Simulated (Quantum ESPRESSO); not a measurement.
The system is Pt.

```
Pt
1.0
    -1.58422    1.58422    1.58422
     1.58422   -1.58422    1.58422
     1.58422    1.58422   -1.58422
Pt
1
Direct
  0.00000 0.00000 0.00000
```

This isn't the form of Pt at room conditions, which is fcc.

```yaml
Program: Quantum ESPRESSO 7.5
Task: relaxation of cell and atoms
Functional: PBEsol
Dispersion: D3
Potentials_or_basis: GBRV 1.5 PBEsol
Cutoff: 612 eV
Density_cutoff: 4898 eV
k_mesh: 12 × 12 × 12
Occupations: fermi-dirac, width 0.05 eV
Spin: no spin polarisation
```

At the start: pressure -16.1 GPa; volume 15.90 Å³/atom.

**Question.** How do energy, volume and symmetry change on relaxing?

**Answer.** Over 12 steps the energy falls by 51.9 meV/atom and the volume is 14.87 Å³/atom (-6.5 %); space group Im-3m (No. 229, to 0.05 Å).

Step by step:
```tsv
step	energy change (eV)	largest force (eV/Å)	pressure (GPa)	volume (Å³)
1	0.0000	0.0000	-16.08	15.90
2	-0.0481	0.0000	-5.25	15.16
3	-0.0231	0.0000	13.94	14.24
4	-0.0339	0.0000	10.70	14.37
5	-0.0467	0.0000	5.30	14.61
6	-0.0519	0.0000	-0.69	14.91
7	-0.0520	0.0000	-0.66	14.90
8	-0.0520	0.0000	-0.59	14.90
9	-0.0519	0.0000	-0.50	14.90
10	-0.0519	0.0000	-0.38	14.89
11	-0.0519	0.0000	-0.24	14.88
12	-0.0519	0.0000	-0.08	14.87
```

Final structure:
```
Pt
1.0
     2.68343    0.00000    0.00000
    -0.89448    2.52997    0.00000
    -0.89448   -1.26498    2.19101
Pt
1
Direct
  0.00000 0.00000 0.00000
```

Caveat: pairwise dispersion overbinds metals, which lowers pressure and volume.
